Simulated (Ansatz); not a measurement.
Runs of Ansatz 0.2.0 on Li. It takes space group Im-3m (No. 229, cubic). Conventional cell: a = 3.509 Å, b = 3.509 Å, c = 3.509 Å, α = 90.00°, β = 90.00°, γ = 90.00°. Around Li (site symmetry m-3m) lie 8 Li at 3.04 Å. 

```tsv
task	level	potentials or basis	spin	k mesh	cutoff (eV)	smearing	driver	mesh quality	gap on the mesh (eV)	pressure (GPa)
electron localisation function	r2SCAN+rVV10	PseudoDojo standard	off	11 × 11 × 11	1007	fermi-dirac 0.05 eV	chain	not flagged	none	-
density of states	CAM-B3LYP	Ansatz PAW	off	7 × 7 × 7	420	gaussian 0.1 eV	chain	coarse	none	-0.9
single point	HF	PseudoDojo standard	off	8 × 8 × 8	1007	methfessel-paxton 0.15 eV	calculator	not flagged	none	1.9
single point	LDA	Ansatz PAW polarizable	non-collinear, random start	11 × 11 × 11	420	cold 0.025 eV	calculator	not flagged	-	-1.6
projected density of states	PBE+D4	Ansatz PAW earlier set	off	11 × 11 × 11	780	methfessel-paxton 0.025 eV	-	not flagged	none	-0.9
projected density of states	SVWN5	JTH PAW LDA	off	11 × 11 × 11	1200	gaussian 0.1 eV	chain	not flagged	none	-1.6
density of states	B3LYP	PseudoDojo standard	off	7 × 7 × 7	1007	fermi-dirac 0.1 eV	chain	coarse	none	(a)
projected density of states	PBE+D4	Ansatz PAW earlier set	off	11 × 11 × 11	780	methfessel-paxton 0.025 eV	chain	not flagged	none	-0.9
```

Alike in all rows: cell as given.

Q: Fill in the values left out.

A: (a) -0.8.

Caveats: some runs use coarse meshes; the potentials were made for another functional, which shifts forces and pressure (some runs); the thresholds are loose for stress (some runs); pairwise dispersion overbinds metals, which lowers pressure and volume (some runs); the meta-GGA runs on potentials made for a GGA (some runs); the rVV10 pressure on norm-conserving files is uncertain (some runs).

A gap of «none» marks a metal or a gap under the smearing width.
